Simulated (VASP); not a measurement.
# GaN (I-4m2) in VASP: notebook, part 2 of 2

VASP 6.6.1. Earlier steps stand in the parts before.

## (3) Single point, HSE06 (uniaxial_x strain +1.2%)

The input, POSCAR:

```
GaN
1.0
    0.0000000000      2.2489525415      2.2489525415
    2.2763897625      0.0000000000      2.2489525415
    2.2763897625      2.2489525415      0.0000000000
Ga N
1 1
Direct
    0.0000000000      0.0000000000      0.0000000000
    0.2500000000      0.2500000000      0.2500000000
```

The input, INCAR.step1:

```
PREC = Accurate
ENCUT = 520
EDIFF = 1E-5
ISMEAR = 0
SIGMA = 0.01
LREAL = F
LASPH = T
NELM = 100
ALGO = Normal
ISIF = 2
LWAVE = T
LCHARG = F
NBANDS = 16
GGA = PE
```

The input, INCAR.step2:

```
PREC = Accurate
ENCUT = 520
EDIFF = 1E-7
ISMEAR = 0
SIGMA = 0.01
LREAL = F
LASPH = T
NELM = 100
ALGO = Normal
ISIF = 2
LWAVE = F
LCHARG = F
GGA = PE
LHFCALC = T
HFSCREEN = 0.2079
PRECFOCK = Normal
NBANDS = 16
ISTART = 1
```

The input, KPOINTS:

```
regular mesh
0
Gamma
  6 6 6
```

Potentials or basis: VASP PAW PBE potentials, release 64 (Ga_d, N).

Launch:

```
$ cat potpaw_PBE.64/Ga_d/POTCAR potpaw_PBE.64/N/POTCAR > POTCAR
$ cp INCAR.step1 INCAR
$ mpirun -np 1 vasp_std > vasp.out
$ cp INCAR.step2 INCAR
$ mpirun -np 1 vasp_std > vasp.out
```

OUTCAR:

```text
PREC = Accurate
   ENCUT = 520
   EDIFF = 1E-7
   ISMEAR = 0
   LREAL = F
   LASPH = T
   NELM = 100
   ISIF = 2
   GGA = PE
   LHFCALC = T
   HFSCREEN = 0.2079
   PRECFOCK = Normal
   ISTART = 1

 ion  position               nearest neighbor table
   1  0.000  0.000  0.000-   2 1.96   2 1.96   2 1.96   2 1.96
   2  0.250  0.250  0.250-   1 1.96   1 1.96   1 1.96   1 1.96

  LATTYP: Found a body centered tetragonal cell.
 ALAT       =     3.1804991853
 C/A-ratio  =     1.4314669678

  Lattice vectors:

 A1 = (   2.2763897625,   0.0000000000,   2.2489525415)
 A2 = (   2.2763897625,   0.0000000000,  -2.2489525415)
 A3 = (  -2.2763897625,   2.2489525415,   0.0000000000)

Analysis of symmetry for initial positions (statically):
=====================================================================
 Subroutine PRICEL returns:
 Original cell was already a primitive cell.

 Routine SETGRP: Setting up the symmetry group for a
 body centered tetragonal supercell.

 Subroutine GETGRP returns: Found  8 space group operations
 (whereof  8 operations were pure point group operations)
[... 170 lines left out ...]

  energy without entropy =      -14.73523136  energy(sigma->0) =      -14.73523136

 E-fermi :   4.4917     XC(G=0):  -9.5376

 val. band max:        4.4171054947   @ k =   0.0000   0.0000   0.0000
 cond. band min:       7.3284597056   @ k =   0.0000   0.0000   0.0000
 fundamental gap:      2.9113542109
 Fermi energy:         4.4917414344

 k-point     1 :       0.0000    0.0000    0.0000
  band No.  band energies     occupation
      1     -12.9885      2.00000
      2     -11.1841      2.00000
      3     -11.1720      2.00000
      4     -11.1720      2.00000
      5     -10.8661      2.00000
      6     -10.8658      2.00000
[... 433 lines left out ...]
      3     -10.9976      2.00000
      4     -10.8975      2.00000
      5     -10.8439      2.00000
      6      -8.6294      2.00000
[... 8 lines left out ...]
     15      24.8953      0.00000
     16      29.1771      0.00000

 [... further k-points ...]

------------------------ aborting loop because EDIFF is reached ----------------------------------------

  FORCE on cell =-STRESS in cart. coord.  units (eV):
  Direction    XX          YY          ZZ          XY          YZ          ZX
  --------------------------------------------------------------------------------------
  -------------------------------------------------------------------------------------
  Total       -0.5144775     -0.2713535     -0.2713535      0.0000000      0.0000000      0.0000000
  in kB      -35.7964325    -18.8802995    -18.8802995      0.0000000      0.0000000      0.0000000
  external PRESSURE =     -24.5190105 kB  Pullay stress =       0.0000000 kB

 VOLUME and BASIS-vectors are now :
 -----------------------------------------------------------------------------
  energy-cutoff  :      520.00
  volume of cell :       23.03
      direct lattice vectors                 reciprocal lattice vectors
     0.000000000  2.248952542  2.248952542    -0.219646041  0.222325723  0.222325723
     2.276389763  0.000000000  2.248952542     0.219646041 -0.222325723  0.222325723
     2.276389763  2.248952542  0.000000000     0.219646041  0.222325723 -0.222325723

 POSITION                                       TOTAL-FORCE (eV/Angst)
 -----------------------------------------------------------------------------------
      0.00000      0.00000      0.00000         0.000000      0.000000      0.000000
      1.13819      1.12448      1.12448        -0.000000     -0.000000     -0.000000
 -----------------------------------------------------------------------------------
    total drift:                                0.000000      0.000001      0.000001

  FREE ENERGIE OF THE ION-ELECTRON SYSTEM (eV)
  ---------------------------------------------------
  free  energy   TOTEN  =       -14.7352313601 eV

  energy  without entropy=      -14.7352313601  energy(sigma->0) =      -14.73523136
```

OUTCAR.step1:

```text
PREC = Accurate
   ENCUT = 520
   EDIFF = 1E-5
   ISMEAR = 0
   LREAL = F
   LASPH = T
[... 678 lines left out ...]
 -----------------------------------------------------------------------------------
      0.00000      0.00000      0.00000         0.000000      0.000000      0.000000
      1.13819      1.12448      1.12448         0.000000     -0.000000     -0.000000
 -----------------------------------------------------------------------------------
    total drift:                                0.000002      0.000001      0.000001

  FREE ENERGIE OF THE ION-ELECTRON SYSTEM (eV)
  ---------------------------------------------------
  free  energy   TOTEN  =       -12.1417668507 eV

  energy  without entropy=      -12.1417668507  energy(sigma->0) =      -12.14176685
```

OSZICAR.step1:

```text
N       E                     dE             d eps       ncg     rms          rms(c)
DAV:   1     0.815311856800E+02    0.81531E+02   -0.91873E+03  1056   0.201E+03
DAV:   2    -0.871717127334E+01   -0.90248E+02   -0.83366E+02  1112   0.327E+02
DAV:   3    -0.140731056121E+02   -0.53559E+01   -0.53371E+01  1088   0.684E+01
DAV:   4    -0.141355865493E+02   -0.62481E-01   -0.62474E-01  1232   0.791E+00
DAV:   5    -0.141364420585E+02   -0.85551E-03   -0.85550E-03  1120   0.837E-01    0.770E+00
DAV:   6    -0.121417167350E+02    0.19947E+01   -0.49420E+00  1448   0.395E+01    0.269E+00
DAV:   7    -0.121493710429E+02   -0.76543E-02   -0.31399E-01  1056   0.656E+00    0.176E+00
DAV:   8    -0.121455791263E+02    0.37919E-02   -0.57885E-02  1120   0.320E+00    0.786E-01
DAV:   9    -0.121414913908E+02    0.40877E-02   -0.13878E-02  1464   0.267E+00    0.203E-01
DAV:  10    -0.121418547327E+02   -0.36334E-03   -0.14745E-03  1128   0.524E-01    0.101E-01
DAV:  11    -0.121417619166E+02    0.92816E-04   -0.26436E-04  1440   0.245E-01    0.829E-03
DAV:  12    -0.121417668507E+02   -0.49341E-05   -0.29226E-05  1072   0.496E-02
   1 F= -.12141767E+02 E0= -.12141767E+02  d E =-.243568E-44
```

Wall time 27 min (1 thread of Intel Xeon 6975P-C (Granite Rapids), shared host); peak memory 0.26 GiB.

Results:

```
Free energy            : -14.7352 eV
Pressure               : -2.5 GPa
Band gap on the k mesh : 2.91 eV, direct
```

Levels at points of the mesh, in eV from the valence-band top:
| k point | band 5 | band 6 | band 7 | band 8 | band 9 | band 10 | band 11 | band 12 | band 13 | band 14 |
| --- | --- | --- | --- | --- | --- | --- | --- | --- | --- | --- |
| (0.00, 0.00, 0.00) | -15.28 | -15.28 | -0.06 | 0.00 | 0.00 | 2.91 | 11.84 | 11.84 | 11.87 | 19.28 |
| (0.50, 0.00, 0.00) | -15.24 | -13.63 | -7.52 | -1.10 | -1.00 | 6.01 | 10.36 | 11.76 | 11.95 | 17.25 |
| (0.50, 0.50, 0.00) | -15.21 | -13.05 | -6.51 | -2.94 | -2.93 | 4.40 | 8.02 | 13.56 | 15.76 | 16.06 |
| (0.00, 0.50, 0.50) | -15.22 | -13.12 | -6.65 | -2.84 | -2.84 | 4.48 | 8.23 | 13.38 | 15.98 | 15.98 |

Caveat: the PAW data sets were made with another functional, which shifts forces and pressure a little.
